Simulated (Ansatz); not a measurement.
# Quasiparticle gap of InGa2As2P (zincblende [001] superlattice)

Wanted: the gap of InGa2As2P (zincblende [001] superlattice) with a many-body correction, and the time that it takes.

Method: PBEsol, then G0W0 on it, plane waves, PAW, in Ansatz 0.2.0.

## Step 1: Starting point

The cell holds 12 atoms: 2 In, 2 P, 4 Ga and 4 As. Cell: a = 4.054 Å, b = 4.047 Å, c = 17.222 Å, α = 90.0°, β = 90.0°, γ = 90.0°. It derives from InP. Regions: InP, 4 atoms (2 In and 2 P); GaAs, 8 atoms (4 Ga and 4 As). The structure's axis is c.

Coordinates:

```cif
data_structure
_symmetry_space_group_name_H-M 'P 1'
_symmetry_Int_Tables_number 1
_cell_length_a 4.0538
_cell_length_b 4.0469
_cell_length_c 17.2225
_cell_angle_alpha 90.000
_cell_angle_beta 90.000
_cell_angle_gamma 90.000
_cell_volume 282.55
loop_
_atom_site_label
_atom_site_type_symbol
_atom_site_fract_x
_atom_site_fract_y
_atom_site_fract_z
_atom_site_occupancy
In1 In 0.00000 0.00000 0.04843 1
P2 P 0.50000 0.00000 0.13595 1
In3 In 0.50000 0.50000 0.22381 1
P4 P 0.00000 0.50000 0.31214 1
Ga5 Ga 0.00000 0.00000 0.38679 1
As6 As 0.50000 0.00000 0.46780 1
Ga7 Ga 0.50000 0.50000 0.54892 1
As8 As 0.00000 0.50000 0.62997 1
Ga9 Ga 0.00000 0.00000 0.71126 1
As10 As 0.50000 0.00000 0.79230 1
Ga11 Ga 0.50000 0.50000 0.87374 1
As12 As 0.00000 0.50000 0.95390 1
```

The structure was relaxed with PBEsol. The runs that relaxed it are not among those shown.

The logs state that the PAW files were generated under PBE.

## Step 2: Bands along the symmetry lines

Levels along a band path and on the mesh show where this functional puts the band edges.

This step: DFT, PBEsol, plane waves, PAW; PAW set soft_1.

Input file input.yaml:

```yaml
crystal:
  lattice:
    - [4.0538311989, 0.0, 0.0]
    - [0.0, 4.0469425135, 0.0]
    - [0.0, 0.0, 17.2224778449]
  atoms:
    - { symbol: In, position: [0.0, 0.0, 0.0484325628] }
    - { symbol: P, position: [0.5, 0.0, 0.1359450208] }
    - { symbol: In, position: [0.5, 0.5, 0.2238114049] }
    - { symbol: P, position: [0.0, 0.5, 0.3121398868] }
    - { symbol: Ga, position: [0.0, 0.0, 0.3867918789] }
    - { symbol: As, position: [0.5, 0.0, 0.4678000938] }
    - { symbol: Ga, position: [0.5, 0.5, 0.5489188677] }
    - { symbol: As, position: [0.0, 0.5, 0.6299707883] }
    - { symbol: Ga, position: [0.0, 0.0, 0.7112555819] }
    - { symbol: As, position: [0.5, 0.0, 0.7923020257] }
    - { symbol: Ga, position: [0.5, 0.5, 0.8737366578] }
    - { symbol: As, position: [0.0, 0.5, 0.9539022846] }
kpoints:
  mp_grid: { grid: [6, 6, 2] }
  band_path:
    path:
      - [[0.0, 0.0, 0.0], [0.5, 0.0, 0.0], [0.5, 0.5, 0.0], [0.0, 0.5, 0.0], [0.0, 0.0, 0.0], [0.0, 0.0, 0.5], [0.5, 0.0, 0.5], [0.5, 0.5, 0.5], [0.0, 0.5, 0.5], [0.0, 0.0, 0.5]]
      - [[0.5, 0.0, 0.0], [0.5, 0.0, 0.5]]
      - [[0.0, 0.5, 0.0], [0.0, 0.5, 0.5]]
      - [[0.5, 0.5, 0.0], [0.5, 0.5, 0.5]]
    npoints: 10
hamiltonian:
  xc: pbesol
  pseudopotentials: { kind: paw, azcp: { folder: soft_1 }, xc_functional: pbe }
scf:
  occupations: { method: fermi_dirac, width: 0.02 }
  n_extra_bands: 8
output:
  eigenvalues: true
  write_density: true
  write_potential: true
  elf: true
  volumetric_format: npy
```

The run is started by

```bash
> ansatz run input.yaml --threads 3 --pin off --max-ram 92160MiB --backend cuda --events-out ev --progress --plain --runs-dir out --devices 1 --max-vram 13GiB
```

Numbers of over 12 decimals in the logs are rounded to 6 here.

Output:

```text
scf.n_extra_bands = 8 over 74 filled bands (N_el = 148.0): the run solves 82 bands
GPUs: using 1 of 1 available (devices: 1).
Engine: ansatz 0.2.0, x86_64-unknown-linux-gnu
Pseudopotentials: kind: paw
Pseudopotential: In, paw, valence charge 13, recommended cutoff 420 eV (normal), soft_1/In.paw.azcp
Pseudopotential: P, paw, valence charge 5, recommended cutoff 420 eV (normal), soft_1/P.paw.azcp
Pseudopotential: Ga, paw, valence charge 13, recommended cutoff 420 eV (normal), soft_1/Ga.paw.azcp
Pseudopotential: As, paw, valence charge 15, recommended cutoff 420 eV (normal), soft_1/As.paw.azcp
Functional definition: PBEsol
  exchange = pbesol_x
  correlation = pbesol_c
device memory: the entry about to start is reckoned to put 6.2 GiB on a device that reports 60.9 GiB free (of which the cap on the GPU budget leaves the run 13.0 GiB)
GPU FFT provider: cuFFT
GPU libraries: cuBLAS 13.8.2, cuFFT 12.4.0, cuSOLVER 12.3.4
Crystal: 12 atoms, lattice volume = 282.545 Å³
Basis set: ecut = 420 eV, 5545 PW (Γ)
Bands: 82, of which v1, the nominal top of the filled ones, is band 74 counted from 1 (73 counted from 0)
Symmetry: 4 space group operations
Space group: Pmm2 (ITA 25), of the structure as read, at distance tolerance 6.6e-5 Å
k-points: 32 of 72
Non-local potential: In, projectors of the file, l = 0: 2, l = 1: 2, l = 2: 2, l = 3: 1
Non-local potential: P, projectors of the file, l = 0: 2, l = 1: 2, l = 2: 1
Non-local potential: Ga, projectors of the file, l = 0: 2, l = 1: 2, l = 2: 3, l = 3: 1
Non-local potential: As, projectors of the file, l = 0: 2, l = 1: 2, l = 2: 3, l = 3: 1
PAW form: soft (Blöchl's): semilocal exchange-correlation on the pseudo side does not see the compensation charge
PAW frozen core: In, regenerated for the run's functional, and the local potential with it (the file was generated under x = pbe(κ = 0.804, μ = 0.219515), c = pbe(β = 0.066725))
PAW frozen core: P, regenerated for the run's functional, and the local potential with it (the file was generated under x = pbe(κ = 0.804, μ = 0.219515), c = pbe(β = 0.066725))
PAW frozen core: Ga, regenerated for the run's functional, and the local potential with it (the file was generated under x = pbe(κ = 0.804, μ = 0.219515), c = pbe(β = 0.066725))
PAW frozen core: As, regenerated for the run's functional, and the local potential with it (the file was generated under x = pbe(κ = 0.804, μ = 0.219515), c = pbe(β = 0.066725))
PAW one-centre angular grid: In, 590 points (default); XC on 64 Gauss nodes
PAW one-centre angular grid: P, 110 points (default); XC on 64 Gauss nodes
PAW one-centre angular grid: Ga, 590 points (default); XC on 64 Gauss nodes
PAW one-centre angular grid: As, 590 points (default); XC on 64 Gauss nodes
Initial density: superposition of atomic densities (chi_scale 0.1, normalization cell, long waves kept (reshape's long-wave potential 0.96 eV rms))
Initial wavefunctions: pseudopotential atomic-orbital guess
GPU buffer pool allocated for 108000 grid points (all kernels)
GPU transforms: local potential and band sums: pruned to the plane-wave sphere, on 27×27×120
Functional: x = pbesol(κ = 0.804, μ = 0.123457), c = pbesol(β = 0.046)
SCF iter   1: F=—  HF=-46760.985742 eV  |F-HF|=—  |Δ(HF+E_count)|=         —  Δρ=3.93e-2  dr2=1.17e1  ethr=3.10e-3  ⟨swp⟩=7.4  Hψ=11507  notcnv=0
preconditioner: auto → Resta (q_TF=auto, 2.450 Å⁻¹)  ε∞=4.2  [insulator: Δε(μ)=0.064 eV  Ē_g=12.860 eV  σ=0.020 eV  W_gap=0.61  n_scr=76 (ndim 8)  ℏωp=23.0 eV  f_vac=0.000  D(μ)=0.69/eV (n_scr^D=2)  ε∞_Penn≈4.2]
SCF iter   2: F=—  HF=-46759.493989 eV  |F-HF|=—  |Δ(HF+E_count)|=    1.49e0  Δρ=2.27e-2  dr2=1.35e0  ethr=3.10e-3  ⟨swp⟩=2.8  Hψ=3627  notcnv=0  defer=76
SCF iter   3: F=—  HF=-46759.291993 eV  |F-HF|=—  |Δ(HF+E_count)|=   2.02e-1  Δρ=1.19e-2  dr2=3.52e-1  ethr=9.15e-4  ⟨swp⟩=2.8  Hψ=3416  notcnv=0  defer=87
SCF iter   4: F=—  HF=-46759.227624 eV  |F-HF|=—  |Δ(HF+E_count)|=   6.44e-2  Δρ=1.89e-3  dr2=1.48e-2  ethr=2.38e-4  ⟨swp⟩=3.5  Hψ=5130  notcnv=0  defer=87
SCF iter   5: F=—  HF=-46759.225176 eV  |F-HF|=—  |Δ(HF+E_count)|=   2.45e-3  Δρ=1.24e-3  dr2=4.22e-3  ethr=1.00e-5  ⟨swp⟩=3.1  Hψ=5029  notcnv=0  defer=87
SCF iter   6: F=—  HF=-46759.226362 eV  |F-HF|=—  |Δ(HF+E_count)|=   1.19e-3  Δρ=4.48e-4  dr2=8.95e-4  ethr=2.85e-6  ⟨swp⟩=2.1  Hψ=4431  notcnv=0  defer=87
SCF iter   7: F=—  HF=-46759.226286 eV  |F-HF|=—  |Δ(HF+E_count)|=   7.55e-5  Δρ=1.34e-4  dr2=9.59e-5  ethr=6.04e-7  ⟨swp⟩=2.0  Hψ=4906  notcnv=0  defer=87
SCF iter   8: F=—  HF=-46759.226982 eV  |F-HF|=—  |Δ(HF+E_count)|=   6.96e-4  Δρ=5.01e-5  dr2=7.20e-6  ethr=6.48e-8  ⟨swp⟩=2.0  Hψ=4991  notcnv=0  defer=87
SCF iter   9: F=—  HF=-46759.226996 eV  |F-HF|=—  |Δ(HF+E_count)|=   1.40e-5  Δρ=1.80e-5  dr2=1.69e-6  ethr=4.86e-9  ⟨swp⟩=2.1  Hψ=4340  notcnv=0  defer=87
SCF iter  10: F=—  HF=-46759.226997 eV  |F-HF|=—  |Δ(HF+E_count)|=   4.30e-7  Δρ=6.17e-6  dr2=4.66e-7  ethr=1.14e-9  ⟨swp⟩=2.0  Hψ=4715  notcnv=0  defer=87
SCF iter  11: F=-46759.226997 eV  HF=-46759.226997 eV  |F-HF|=1.34e-8  |Δ(HF+E_count)|=   1.04e-8  Δρ=2.11e-6  dr2=3.70e-8  ethr=6.76e-11  ⟨swp⟩=10.2  Hψ=12986  notcnv=0
SCF 1 converged in 11 iterations: F = -46759.226997 eV  dr2 = 3.70e-8
  greatest PAW one-centre occupation: 0.999 electrons in one spin orbital (limit 2), on the As atom at site 7 (counted from 0), in its partial waves of l = 2
device memory: the entry about to start is reckoned to put 5.2 GiB on a device that reports 59.9 GiB free (of which the cap on the GPU budget leaves the run 13.0 GiB)
NSCF: frozen V_eff on 124 k-points
SCF converged after 11 iterations
Free energy (F): -46759.226997 eV
Harris-Foulkes:  -46759.226997 eV  (|F-HF|=1.34e-8)
Internal energy: -46759.226993 eV  (E = F + TS)
E sigma→0 (E₀):  -46759.226995 eV
Entropy (-TS):   -0.000004 eV (-0.000 meV/atom)
Fermi energy:    7.701923 eV
--- Per-component energies (eV) ---
  E_band       = -1416.447415
  E_kinetic    = 1414.371984
  E_local      = -21581.950804  (includes V_loc(G=0)·N_el)
  E_nonlocal   = -1214.146741
  E_hartree    = 11719.226554
  E_xc         = -958.277554
  E_vxc        = -819.799311  (∫ρ·V_xc dr)
  E_paw        = -25056.650656  (= ΣΔE_a)
  E_vpaw       = -2653.360346  (= ΣTr[D̂ρ^β])
  E_aug_tail   = -0.000574  (compensation charges beyond the density's cutoff)
  E_ewald      = -11089.680838
  E_core_change = 7.881637  (= ΣΔE_core)
  E_smearing   = -0.000004  (= −TS)
  E_closure    = -0.000000  (closes the sum)
  Σ components = -46759.226997   (vs F -46759.226997, Δ=0.00e0)
--- Band table (eV; the first three rows and the last of 32) ---
  k-point 0: bands = [... 70 lower, 6.6470, 7.3925, 7.4446, 7.5437, 7.8595, 8.7668, 8.9162, 9.0935, ... 4 higher]
  k-point 1: bands = [... 70 lower, 6.9856, 7.0448, 7.2190, 7.3959, 8.6637, 8.8322, 8.9771, 9.0629, ... 4 higher]
  k-point 2: bands = [... 70 lower, 6.5921, 6.6348, 6.8938, 7.3310, 9.1020, 9.1738, 9.4338, 9.5117, ... 4 higher]
  k-point 31: bands = [... 70 lower, 4.7083, 4.7404, 4.7487, 4.7544, 9.2509, 9.3179, 9.4509, 9.5062, ... 4 higher]
```

Run time: 24 s. Hardware: 1 × NVIDIA H100 80GB HBM3 (shared by 6 runs) with 3 threads of AMD EPYC 7R13 (Zen 3), shared host; peak memory 1.2 GiB; 20 s of CPU time.

This step gave:

| Quantity | Value |
| --- | --- |
| filled bands | 74 |
| gap | 0.3158 eV |
| valence top at | Γ |
| conduction bottom at | Γ |
| least direct gap | 0.3158 eV |

Over mesh and path the gap is 0.316 eV, direct, at k = Γ.

The electronic bands at the labelled points (eV, zero at the top of the highest nominally filled band):

```
    point  band 71  band 72  band 73  band 74  band 75  band 76  band 77  band 78
        Γ    -0.90    -0.15    -0.10     0.00     0.32     1.22     1.37     1.55
  halfway    -0.88    -0.85    -0.84    -0.21     1.32     1.50     1.78     1.95
        X    -1.29    -1.26    -1.09    -0.60     1.32     1.42     1.61     1.64
  halfway    -2.00    -1.99    -1.92    -1.85     2.19     2.22     2.38     2.40
        S    -2.67    -2.65    -2.65    -2.64     1.33     1.34     1.67     1.67
  halfway    -2.01    -2.01    -1.92    -1.88     2.16     2.20     2.37     2.42
        Y    -1.28    -1.26    -1.15    -1.10     1.38     1.42     1.60     1.65
  halfway    -0.93    -0.91    -0.81    -0.37     1.33     1.53     1.82     2.02
        Γ    -0.90    -0.15    -0.10     0.00     0.32     1.22     1.37     1.55
  halfway    -0.71    -0.64    -0.18    -0.06     0.78     1.23     1.34     1.61
        Z    -0.56    -0.50    -0.32    -0.15     1.12     1.29     1.43     1.52
  halfway    -0.98    -0.84    -0.68    -0.26     1.39     1.58     1.83     1.93
        U    -1.19    -1.17    -1.09    -0.60     0.89     0.94     2.04     2.22
  halfway    -2.16    -2.02    -1.93    -1.89     2.02     2.08     2.16     2.24
        R    -2.84    -2.80    -2.80    -2.79     1.71     1.77     1.91     1.96
  halfway    -2.17    -2.11    -1.93    -1.91     2.02     2.02     2.22     2.23
        T    -1.18    -1.18    -1.15    -1.09     0.91     0.92     2.19     2.20
  halfway    -0.99    -0.81    -0.61    -0.50     1.45     1.60     1.85     1.96
        Z    -0.56    -0.50    -0.32    -0.15     1.12     1.29     1.43     1.52
jump to X    -1.29    -1.26    -1.09    -0.60     1.32     1.42     1.61     1.64
  halfway    -1.29    -1.26    -1.09    -0.60     1.05     1.11     1.87     1.98
        U    -1.19    -1.17    -1.09    -0.60     0.89     0.94     2.04     2.22
jump to Y    -1.28    -1.26    -1.15    -1.10     1.38     1.42     1.60     1.65
  halfway    -1.29    -1.26    -1.15    -1.10     1.09     1.09     1.95     1.96
        T    -1.18    -1.18    -1.15    -1.09     0.91     0.92     2.19     2.20
jump to S    -2.67    -2.65    -2.65    -2.64     1.33     1.34     1.67     1.67
```

Electrostatic potential energy in the ca plane at fractional y = 0.000, with atoms of In and P and Ga and As within 0.2 Å of it. With pseudopotentials it is smooth inside the atoms' cores, unlike the true potential.

Ten even steps from '0' (-30 eV) to '9' (29 eV), each cell a mean:
```
10002566777766559974666777666589855667777665
41124666667766655545666677766555556666777666
65455445666666665554445667766655554456677766
66653001566666666643553566776666535535667766
66651000466666666645984566677666449954666776
66652000466666666644874566676666547844666776
66654213566666666653434666766666543335667766
53345556666666654455556667766654555566677766
20003666677766547855666677766568646666777665
10002566777766569985666777665599955667777665
```
Columns run along c (17.2 Å; values clipped at the 3rd and 97th percentile), rows up along a (4.1 Å). Atoms in or near the plane, at fractional coordinates: In at (0.05, 0.00), P at (0.14, 0.50), Ga at (0.39, 0.00), As at (0.47, 0.50), Ga at (0.71, 0.00), As at (0.79, 0.50).

ELF in the ca plane at fractional y = 0.000, with atoms of In and P and Ga and As within 0.2 Å of it. It is the smooth field of the valence electrons, not physical close to the nuclei.

Values, 6 rows by 16 columns, each cell a mean:
```
0.15 0.20 0.31 0.06 0.07 0.21 0.15 0.40 0.11 0.05 0.23 0.12 0.39 0.16 0.03 0.17
0.23 0.57 0.72 0.30 0.04 0.18 0.49 0.66 0.41 0.05 0.15 0.41 0.68 0.48 0.07 0.10
0.21 0.68 0.31 0.53 0.04 0.08 0.58 0.24 0.55 0.10 0.04 0.49 0.31 0.51 0.18 0.02
0.22 0.72 0.47 0.49 0.04 0.10 0.60 0.38 0.54 0.08 0.06 0.51 0.43 0.53 0.16 0.03
0.23 0.43 0.65 0.21 0.04 0.20 0.39 0.65 0.32 0.04 0.18 0.33 0.65 0.40 0.05 0.13
0.11 0.16 0.20 0.03 0.07 0.20 0.11 0.30 0.06 0.05 0.23 0.08 0.30 0.09 0.03 0.18
```
Columns run along c (17.2 Å), rows up along a (4.1 Å). Atoms in or near the plane, at fractional coordinates: In at (0.05, 0.00), P at (0.14, 0.50), Ga at (0.39, 0.00), As at (0.47, 0.50), Ga at (0.71, 0.00), As at (0.79, 0.50).

[end of part 1 of 2]

[Paths, hosts, dates, memory and timing lines, banners, echoed tables and standing remarks are left out of the program output.]

[Logs are printed without paths, hosts, clocks, repeated set-up lines and the standing remarks that a program may print on its own settings, such as how far it seeks lower states.]

[Runs of the session that timed out or met a known fault of the program may be left out.]

[Cells called generated may have been cut or substituted from an entry of the Crystallography Open Database or the Materials Project.]

[Hosts, paths, dates, database ids (printed as entryN), source tags and the programs' standing remarks are cut or masked in the printed files.]

[Where an RPA ε∞ is given, it is that of the G0W0 mesh and is not shown converged in it. Names of k-points follow the symmetry that the program found, which can be lower than the space group named. Band edges on a path are those of the sampled points; other points can move an edge, and change direct to indirect where valleys lie close.]

[Hybrid gaps are those of their k-mesh and are not shown converged in it.]
